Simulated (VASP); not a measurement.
A run of VASP 6.6.1 is set up as follows.

The input POSCAR:

```
Ag
1.0
    0.0000000000      2.0427500000      2.0427500000
    2.0427500000      0.0000000000      2.0427500000
    2.0427500000      2.0427500000      0.0000000000
Ag
1
Direct
    0.0000000000      0.0000000000      0.0000000000
```

The input INCAR.step1:

```
SYSTEM = Ag
ALGO = Normal ; EDIFF = 1E-5
ENCUT = 600 ; GGA = PE
ISMEAR = -1 ; LASPH = .True.
LCHARG = .False. ; LREAL = .False.
LWAVE = .True. ; NELM = 80
PREC = Accurate ; SIGMA = 0.05
```

The input INCAR.step2:

```
SYSTEM = Ag
ALGO = Normal ; EDIFF = 1E-6
EDIFFG = -0.01 ; ENCUT = 600
GGA = PE ; HFSCREEN = 0.2
IBRION = 2 ; ISIF = 3
ISMEAR = -1 ; ISTART = 1
LASPH = .True. ; LCHARG = .False.
LHFCALC = .True. ; LREAL = .False.
LWAVE = .False. ; NELM = 80
NSW = 40 ; PREC = Accurate
PRECFOCK = Normal ; SIGMA = 0.05
```

The input KPOINTS:

```
k-points
0
Gamma
  6 6 6
  0 0 0
```

Potentials or basis: VASP PAW PBE potentials, release 64 (Ag).

The run is started by

```console
$ cat potpaw_PBE.64/Ag/POTCAR > POTCAR
$ cp INCAR.step1 INCAR
$ mpirun -np 1 vasp_std > vasp.out
$ cp INCAR.step2 INCAR
$ mpirun -np 1 vasp_std > vasp.out
```

Q: What does it give for the relaxed volume?

A: 18.02 Å³/atom.

Q: What does it give for the relaxed cell?

A: a = 2.943 Å, b = 2.943 Å, c = 2.943 Å, α = 60.00°, β = 60.00°, γ = 60.00°.

Q: Predict the band gap on the k mesh.

A: None (metal or under the smearing width).

Q: Estimate the space group after relaxing (to 0.05 Å).

A: Fm-3m (No. 225).

Final structure:
```
Ag
1.0
     0.00000    2.08076    2.08076
     2.08076    0.00000    2.08076
     2.08076    2.08076    0.00000
Ag
1
Direct
  0.00000 0.00000 0.00000
```

Caveat: the k mesh is coarse (spacing up to 0.44 Å⁻¹), so the values aren't converged, least of all with exact exchange; the PAW data sets were made with another functional, which shifts forces and pressure a little. Zero-point motion and thermal expansion aren't in these numbers.
